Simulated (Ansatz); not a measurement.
Phonon dispersion of HfSiO$_{4}$

The calculation used DFT PBE, scalar-relativistic, plane waves, PAW in Ansatz 0.2.0. Cutoff 420 eV, 6×6×6 k-points (Γ-centred), fixed occupations. No spin polarisation. Phonons by linear response, acoustic sum rule imposed.

The cell, relaxed at this level:
```xyz
6
Lattice="0.0000 4.1281 4.1281 4.1281 0.0000 4.1281 4.1281 4.1281 0.0000" Properties=species:S:1:pos:R:3 pbc="T T T"
Hf    0.0000    0.0000    0.0000
Si    6.1921    6.1921    6.1921
O     5.2495    5.2495    7.1348
O     5.2495    7.1348    5.2495
O     7.1348    5.2495    5.2495
O     7.1348    7.1348    7.1348
```

The cell was found from a structure generator's guess, not taken from experiment. Spin–orbit coupling is left out, which matters for heavy elements.

Force constants from linear response on a 2×2×2 q mesh.

Path: Γ–X–U | K–Γ–L–W–X. Only the points of the 2×2×2 mesh were computed; the rest is interpolation, which is rough on so few points. On the mesh no mode is imaginary. Distance along the path (Å⁻¹), then the branches (cm⁻¹, negative for imaginary; the LO field is included):
```
0.000  0 0 0 50 50 50 295 295 316 316 331 539 539 543 916 916 1046 1070
0.190  21 21 62 68 68 76 290 290 312 312 331 539 539 542 916 916 1038 1080
0.381  27 27 107 107 120 122 274 274 300 301 332 539 542 542 917 917 1029 1094
0.571  28 28 149 149 163 168 251 251 284 285 332 538 547 547 918 918 1024 1104
0.761  27 27 172 172 181 189 235 235 273 276 332 537 550 550 918 918 1024 1107
0.828  27 40 169 170 180 191 235 236 273 277 331 533 550 554 918 919 1024 1106
0.896  27 62 162 165 177 195 234 239 273 280 328 526 550 561 918 921 1023 1103
0.963  27 86 154 158 171 198 234 244 273 284 325 520 549 568 918 925 1023 1100
1.030  26 107 145 149 163 199 234 249 272 289 321 516 548 572 917 928 1022 1096
1.131  26 122 136 138 149 199 236 258 271 296 317 513 547 576 917 930 1022 1092
1.333  25 91 105 116 123 184 250 274 282 308 314 520 544 570 916 925 1024 1090
1.535  22 52 73 81 82 125 279 287 304 314 318 532 541 555 916 918 1031 1085
1.736  11 15 33 52 55 62 294 294 315 316 329 539 539 544 916 916 1043 1073
1.837  0 0 0 50 50 50 295 295 316 316 331 539 539 543 916 916 1046 1070
2.002  14 14 50 57 73 73 292 292 315 315 323 539 539 546 916 916 1039 1077
2.167  16 16 50 112 116 116 280 280 303 314 314 541 541 550 916 916 1030 1087
2.332  17 17 50 157 157 161 261 261 278 315 315 542 542 552 916 916 1024 1094
2.496  17 17 50 178 178 186 248 248 262 315 315 543 543 553 916 916 1023 1096
2.631  29 47 68 166 176 194 244 249 265 312 315 530 544 564 917 920 1022 1095
2.765  51 73 111 148 170 200 238 252 270 304 315 518 546 572 918 927 1022 1093
2.900  75 95 125 145 167 202 234 250 273 298 315 512 550 574 919 929 1022 1093
3.034  98 98 116 143 178 200 237 241 275 295 314 510 552 574 921 928 1022 1094
3.130  82 87 130 150 178 199 237 240 274 291 318 513 552 572 920 927 1022 1096
3.225  59 64 149 162 178 197 236 239 274 283 325 520 551 566 919 923 1023 1100
3.320  38 41 164 170 180 192 235 236 273 278 330 530 550 557 918 919 1023 1105
3.415  27 27 172 172 181 189 235 235 273 276 332 537 550 550 918 918 1024 1107
```
